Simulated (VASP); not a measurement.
# Hf (P6_3/mmc) in VASP: notebook

Runs on Hf. Level: PBEsol. Tasks: relaxation of cell and atoms.

All numbers are computed with VASP 6.6.1; they aren't measurements. Logs are shortened: lines on timing, memory, paths and dates and some standing lists are left out, and cuts for length are marked.

**1. The crystal as given**

It takes space group P6_3/mmc (No. 194, hexagonal). Conventional cell: a = 3.197 Å, b = 3.197 Å, c = 5.058 Å, α = 90.00°, β = 90.00°, γ = 120.00°. Hf (site symmetry -6m2) is surrounded by 12 Hf at 3.13 to 3.20 Å.

**2. Relaxation of cell and atoms, PBEsol**

File INCAR:

```
ALGO     = Normal         # electronic algorithm
EDIFF    = 1E-6           # SCF threshold, eV
EDIFFG   = -0.01          # ionic threshold
ENCUT    = 600            # plane-wave cutoff, eV
GGA      = PS             # functional
IBRION   = 2              # ionic algorithm
ISIF     = 3              # what is computed and relaxed
ISMEAR   = 1              # smearing method
LASPH    = True           # aspherical terms in the spheres
LCHARG   = False          # write CHGCAR
LREAL    = False          # projectors in reciprocal space
LWAVE    = False          # write WAVECAR
NELM     = 80             # most SCF steps
NSW      = 90             # ionic steps
PREC     = Accurate       # precision mode
SIGMA    = 0.1            # smearing width, eV
```

File KPOINTS:

```
k-points
0
Gamma
  15 15 7
```

File POSCAR:

```
Hf
1.0
    3.1967000000      0.0000000000      0.0000000000
   -1.5983500000      2.7684234100      0.0000000000
    0.0000000000      0.0000000000      5.0578000000
Hf
2
Direct
    0.3333333300      0.6666666700      0.2500000000
    0.6666666700      0.3333333300      0.7500000000
```

Potentials or basis: VASP PAW PBE potentials, release 64 (Hf_pv).

Command:

```bash
$ cat potpaw_PBE.64/Hf_pv/POTCAR > POTCAR
$ mpirun -np 1 vasp_std > vasp.out
```

OUTCAR:

```text
EDIFF = 1E-6
   EDIFFG = -0.01
   ENCUT = 600
   GGA = PS
   IBRION = 2
   ISIF = 3
   ISMEAR = 1
   LASPH = True
   LREAL = False
   NELM = 80
   NSW = 90
   PREC = Accurate

 ion  position               nearest neighbor table
   1  0.333  0.667  0.250-   2 3.13   2 3.13   2 3.13   2 3.13   2 3.13   2 3.13
   2  0.667  0.333  0.750-   1 3.13   1 3.13   1 3.13   1 3.13   1 3.13   1 3.13

  LATTYP: Found a hexagonal cell.
 ALAT       =     3.1967000000
 C/A-ratio  =     1.5821941377

  Lattice vectors:

 A1 = (   3.1967000000,   0.0000000000,   0.0000000000)
 A2 = (  -1.5983500000,   2.7684234100,   0.0000000000)
 A3 = (   0.0000000000,   0.0000000000,   5.0578000000)

Analysis of symmetry for initial positions (statically):
=====================================================================
 Subroutine PRICEL returns:
 Original cell was already a primitive cell.

 Routine SETGRP: Setting up the symmetry group for a
 hexagonal supercell.

 Subroutine GETGRP returns: Found 24 space group operations
 (whereof 12 operations were pure point group operations)
 out of a pool of 24 trial point group operations.

The static configuration has the point symmetry D_3d.
 The point group associated with its full space group is D_6h.

Analysis of symmetry for dynamics (positions and initial velocities):
=====================================================================
 Subroutine PRICEL returns:
 Original cell was already a primitive cell.

 Routine SETGRP: Setting up the symmetry group for a
 hexagonal supercell.

 Subroutine GETGRP returns: Found 24 space group operations
 (whereof 12 operations were pure point group operations)
 out of a pool of 24 trial point group operations.

The dynamic configuration has the point symmetry D_3d.
 The point group associated with its full space group is D_6h.

 Subroutine INISYM returns: Found 24 space group operations
 (whereof 12 operations are pure point group operations),
 and found     1 'primitive' translations

----------------------------------------------------------------------------------------

                                     Primitive cell

  volume of cell :      44.7606

  direct lattice vectors                    reciprocal lattice vectors
     3.196700000  0.000000000  0.000000000     0.312822598  0.180608211  0.000000000
    -1.598350000  2.768423410  0.000000000     0.000000000  0.361216422  0.000000000
     0.000000000  0.000000000  5.057800000     0.000000000  0.000000000  0.197714421

  length of vectors
     3.196700000  3.196700001  5.057800000     0.361216423  0.361216422  0.197714421

  position of ions in fractional coordinates (direct lattice)
     0.333333330  0.666666670  0.250000000
     0.666666670  0.333333330  0.750000000

  ion indices of the primitive-cell ions
   primitive index   ion index
                 1           1
                 2           2

----------------------------------------------------------------------------------------

 KPOINTS: k-points

Automatic generation of k-mesh.
 Grid dimensions read from file:
 generate k-points for:   15   15    7

 Generating k-lattice:

  Cartesian coordinates                     Fractional coordinates (reciprocal lattice)
     0.020854840  0.012040547  0.000000000     0.066666667 -0.000000000  0.000000000
     0.000000000  0.024081095  0.000000000     0.000000000  0.066666667  0.000000000
     0.000000000  0.000000000  0.028244917     0.000000000  0.000000000  0.142857143

  Length of vectors
     0.024081095  0.024081095  0.028244917

  Shift w.r.t. Gamma in fractional coordinates (k-lattice)
     0.000000000  0.000000000  0.000000000

 Subroutine IBZKPT returns following result:
 ===========================================

 Found    108 irreducible k-points:

 Following reciprocal coordinates:
            Coordinates               Weight
  0.000000  0.000000  0.000000      1.000000
  0.066667 -0.000000  0.000000      6.000000
  0.133333 -0.000000  0.000000      6.000000
  0.200000 -0.000000  0.000000      6.000000
  0.266667 -0.000000  0.000000      6.000000
  0.333333 -0.000000  0.000000      6.000000
[... 16 lines left out ...]
  0.333333  0.200000  0.000000     12.000000
  0.400000  0.200000  0.000000      6.000000
 [... further k-points ...]
   k-points           NKPTS =    108   k-points in BZ     NKDIM =    108   number of bands    NBANDS=     14
   number of dos      NEDOS =    301   number of ions     NIONS =      2
   total plane-waves  NPLWV =  31360
   dimension x,y,z NGX =    28 NGY =   28 NGZ =   40
   dimension x,y,z NGXF=    56 NGYF=   56 NGZF=   80
   ions per type =               2
   NGX,Y,Z   is equivalent  to a cutoff of  14.56, 14.56, 13.15 a.u.
   NGXF,Y,Z  is equivalent  to a cutoff of  29.12, 29.12, 26.30 a.u.
 SYSTEM =  unknown system
   PREC   = accura    normal or accurate (medium, high low for compatibility)
   ISTART =      0    job   : 0-new  1-cont  2-samecut
   ICHARG =      2    charge: 1-file 2-atom 10-const
   ISPIN  =      1    spin polarized calculation?
   LNONCOLLINEAR =      F non collinear calculations
   LSORBIT =      F    spin-orbit coupling
   LASPH  =      T    aspherical Exc in radial PAW
   ENCUT  =  600.0 eV  44.10 Ry    6.64 a.u.   6.38  6.38 10.10*2*pi/ulx,y,z
   NELM   =     80;   NELMIN=  2; NELMDL= -5     # of ELM steps
   EDIFF  = 0.1E-05   stopping-criterion for ELM
   LREAL  =      F    real-space projection
   EDIFFG = -.1E-01   stopping-criterion for IOM
   NSW    =     90    number of steps for IOM
   IBRION =      2    ionic relax: 0-MD 1-quasi-New 2-CG
   NFREE  =      1    steps in history (QN), initial steepest desc. (CG)
   ISIF   =      3    stress and relaxation
   ISYM   =      2    0-nonsym 1-usesym 2-fastsym
   POTIM  = 0.5000    time-step for ionic-motion
   TEBEG  =    0.0;   TEEND  =   0.0 temperature during run
   PSTRESS=    0.0 pullay stress
   NELECT =      20.0000    total number of electrons
   NUPDOWN=      -1.0000    fix difference up-down
   EMIN   =  10.00;   EMAX   =-10.00  energy-range for DOS
   EFERMI =   0.00;   METHOD = LEGACY
   ISMEAR =     1;   SIGMA  =   0.10  broadening in eV -4-tet -1-fermi 0-gaus
   EFERMI_NEDOS =   21; number of points for ismear=-14 and -15
   IALGO  =     38    algorithm
   IMIX   =      4    mixing-type and parameters
     AMIX     =   0.40;   BMIX     =  1.00
     AMIX_MAG =   1.60;   BMIX_MAG =  1.00
  volume/ion in A,a.u.               =      22.38       151.03
  Fermi-wavevector in a.u.,A,eV,Ry     =   1.251563  2.365112 21.312311  1.566411
  Thomas-Fermi vector in A             =   2.385505
   LORBIT       =      0    0 simple, 1 ext, 2 COOP (PROOUT), +10 PAW based schemes
   GGA     = PS    functional components
   LHFCALC =     F    Hartree Fock is set to
   AEXX    =    0.0000 exact exchange contribution
   IVDW    =     0    specifies the selected vdW correction
   LEPSILON=     F    determine dielectric tensor
   LRPA    =     F    only Hartree local field effects (RPA)
 conjugate gradient relaxation of ions
 non-spin polarized calculation
 Methfessel and Paxton  Order N= 1 SIGMA  =   0.10
  energy-cutoff  :      600.00
  volume of cell :       44.76
 maximum number of plane-waves:      1513
 NGX is ok and might be reduce to    28
   NGX = 13   NGY = 13   NGZ = 21

--------------------------------------- Ionic step        1  -------------------------------------------

 number of electron      20.0000001 magnetization

 Free energy of the ion-electron system (eV)
  ---------------------------------------------------
  ext. energy  EPLUGINS =         0.00000000
  ---------------------------------------------------
  free energy    TOTEN  =       -20.98360541 eV

  energy without entropy =      -20.98412639  energy(sigma->0) =      -20.98377907

------------------------ aborting loop because EDIFF is reached ----------------------------------------

  FORCE on cell =-STRESS in cart. coord.  units (eV):
  Direction    XX          YY          ZZ          XY          YZ          ZX
  --------------------------------------------------------------------------------------
  -------------------------------------------------------------------------------------
  Total       -1.1513991     -1.1513991     -1.2261992      0.0000000      0.0000000      0.0000000
  in kB      -41.2135868    -41.2135869    -43.8910087      0.0000000      0.0000000      0.0000000
  external PRESSURE =     -42.1060608 kB  Pullay stress =       0.0000000 kB
[... 57 lines left out ...]
  energy  without entropy=      -20.9709622294  energy(sigma->0) =      -20.97116041

--------------------------------------- Ionic step        3  -------------------------------------------

 number of electron      19.9999998 magnetization

 Free energy of the ion-electron system (eV)
  ---------------------------------------------------
  ext. energy  EPLUGINS =         0.00000000
  ---------------------------------------------------
  free energy    TOTEN  =       -21.00680997 eV

  energy without entropy =      -21.00717877  energy(sigma->0) =      -21.00693290

 E-fermi :   5.0399     XC(G=0): -11.5670

 val. band max:        5.0383887168   @ k =   0.1333   0.0667   0.2857
 cond. band min:       5.0436975277   @ k =   0.4000   0.2000   0.2857
 fundamental gap:      0.0053088109
 Fermi energy:         5.0398526136

 k-point     1 :       0.0000    0.0000    0.0000
  band No.  band energies     occupation
      1     -25.9832      2.00000
      2     -25.1320      2.00000
      3     -25.1320      2.00000
      4     -24.9895      2.00000
      5     -24.9862      2.00000
      6     -24.9862      2.00000
      7      -2.4922      2.00000
      8       1.1912      2.00000
      9       5.8420     -0.00000
     10       6.1996     -0.00000
     11       6.1996     -0.00000
     12       6.5008     -0.00000
     13       7.0654      0.00000
     14       7.0654      0.00000
[... 375 lines left out ...]
 k-point    24 :       0.4000    0.2000    0.0000
  band No.  band energies     occupation
      1     -25.7186      2.00000
      2     -25.5535      2.00000
      3     -25.4962      2.00000
      4     -25.4480      2.00000
      5     -25.2965      2.00000
      6     -25.2350      2.00000
      7       2.4146      2.00000
      8       2.7374      2.00000
      9       2.9742      2.00000
     10       3.8329      2.00000
     11       5.4006     -0.00000
     12       5.7035     -0.00000
     13       6.9497     -0.00000
     14      10.3005      0.00000

 [... further k-points ...]

------------------------ aborting loop because EDIFF is reached ----------------------------------------

  FORCE on cell =-STRESS in cart. coord.  units (eV):
  Direction    XX          YY          ZZ          XY          YZ          ZX
  --------------------------------------------------------------------------------------
  -------------------------------------------------------------------------------------
  Total       -0.0188430     -0.0188430     -0.0032641     -0.0000000      0.0000000      0.0000000
  in kB       -0.7010362     -0.7010362     -0.1214370     -0.0000000      0.0000000      0.0000000
  external PRESSURE =      -0.5078365 kB  Pullay stress =       0.0000000 kB
[... 17 lines left out ...]
  FREE ENERGIE OF THE ION-ELECTRON SYSTEM (eV)
  ---------------------------------------------------
  free  energy   TOTEN  =       -21.0068099669 eV

  energy  without entropy=      -21.0071787654  energy(sigma->0) =      -21.00693290

 reached required accuracy - stopping structural energy minimisation
```

It took 62 s on 1 thread of Intel Xeon 6975P-C (Granite Rapids), shared host; peak memory 0.23 GiB.

What came out:

```
Free energy                            : -21.0068 eV
Relaxed volume                         : 21.53 Å³/atom
Relaxed cell                           : a = 3.157 Å, b = 3.157 Å, c = 4.990 Å, α = 90.00°, β = 90.00°, γ = 120.00°
Space group after relaxing (to 0.05 Å) : P6_3/mmc (No. 194)
Energy gained by relaxing              : 11.6 meV/atom
Ionic steps                            : 3
Pressure after relaxing                : -0.1 GPa
Band gap on the k mesh                 : none (metal or under the smearing width)
```

The path:
```tsv
step	energy change (eV)	largest force (eV/Å)	pressure (GPa)	volume (Å³)
1	0.0000	0.0000	-4.21	44.76
2	0.0123	0.0000	5.92	41.06
3	-0.0232	0.0000	-0.05	43.06
```

Final structure:
```xyz
2
Lattice="3.1567 0.0000 0.0000 -1.5783 2.7338 0.0000 0.0000 0.0000 4.9904" Properties=species:S:1:pos:R:3 pbc="T T T"
Hf    0.0000    1.8225    1.2476
Hf    1.5783    0.9113    3.7428
```

Levels at points of the mesh, in eV from the Fermi level:
```tsv
k point	band 7	band 8	band 9	band 10	band 11	band 12	band 13	band 14
(0.00, 0.00, 0.00)	-7.53	-3.85	0.80	1.16	1.16	1.46	2.03	2.03
```

Caveat: the PAW data sets were made with another functional, which shifts forces and pressure a little. Spin-orbit coupling is left out, which matters for the levels of Hf.

[end of part 1 of 2]
